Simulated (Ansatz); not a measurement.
CaSe in the wurtzite structure (it has left that coordination), relaxed with r2SCAN in the PAW code Ansatz. The symmetry is P6_3/mmc (No. 194, hexagonal); a = 5.006 Å, c = 5.876 Å in the conventional setting, 31.87 Å³ an atom. Ca is surrounded by 5 Se at 2.89–2.94 Å; Se is surrounded by 5 Ca at 2.89–2.94 Å. The cell started from the wurtzite prototype, but the relaxation took it to the higher symmetry P6_3/mmc (No. 194), so the name no longer describes it.

The axes x, y and z are those of this cell:
```yaml
crystal:
  lattice:
    - [5.00560, 0.00000, 0.00000]
    - [-2.50280, 4.33497, 0.00000]
    - [0.00000, 0.00000, 5.87573]
  atoms:
    - { symbol: Ca, position: [0.33333, 0.66667, 0.93750] }
    - { symbol: Ca, position: [0.66667, 0.33333, 0.43750] }
    - { symbol: Se, position: [0.33333, 0.66667, 0.43750] }
    - { symbol: Se, position: [0.66667, 0.33333, 0.93750] }
```

Unstrained: With PBE the valence top lies at Γ and the conduction bottom at K, 2.453 eV higher; the smallest vertical gap, at Γ, is 2.576 eV. r2SCAN gives an indirect gap of 2.894 eV, from Γ to K; the least direct gap is 3.052 eV at Γ. Meshes: PBE 6×6×4, r2SCAN 6×6×4. Strains are changes of length per length. After each strain the atoms were relaxed again with r2SCAN within the symmetry that the strain leaves, so tilts or polar shifts that break it weren't tested; points keep the names that they have in the unstrained zone. Values at 0 K without nuclear motion; spin polarisation is off, and the phase may be a hypothetical one.

**Question.** Apply isotropic -0.5 % on every length. How far does the gap move, against the unstrained cell?

**Answer.** PBE: the gap goes from 2.453 to 2.423 eV (-0.030 eV); with r2SCAN the top three valence levels at Γ, grouped 1+2 from the top over 1065 meV, become 1+2 over 1097 meV. r2SCAN: the gap goes from 2.894 to 2.864 eV (-0.030 eV). The r2SCAN energy rises by 0.9 meV an atom.

**Question.** Estimate what epitaxial +2.5 % in the xy plane, free normal strain -0.73 % does to the gap.

**Answer.** PBE: the gap goes from 2.453 to 2.472 eV (+0.019 eV); it turns from indirect (Γ → K) to direct (Γ); with r2SCAN the top three valence levels at Γ, grouped 1+2 from the top over 1065 meV, become 1+2 over 941 meV. r2SCAN: the gap goes from 2.894 to 2.932 eV (+0.038 eV); it turns from indirect (Γ → K) to direct (Γ). The r2SCAN energy rises by 10.8 meV an atom.

**Question.** Apply uniaxial +2.5 % along z, other directions held. How far does the gap move, against the unstrained cell?

**Answer.** PBE: the gap goes from 2.453 to 2.486 eV (+0.033 eV). r2SCAN: the gap goes from 2.894 to 2.926 eV (+0.032 eV). The r2SCAN energy rises by 5.8 meV an atom.

**Question.** For epitaxial -2.5 % in the xy plane, how far does the free direction move, and what happens to the gap?

**Answer.** The normal strain at zero normal stress is +0.78 %, 0.31 of the in-plane strain with the sign turned. PBE: the gap goes from 2.453 to 2.360 eV (-0.093 eV). r2SCAN: the gap goes from 2.894 to 2.797 eV (-0.097 eV).

Spin-orbit coupling is left out.

The splittings at Γ are without spin-orbit coupling, which regroups them where it is of like size or larger.
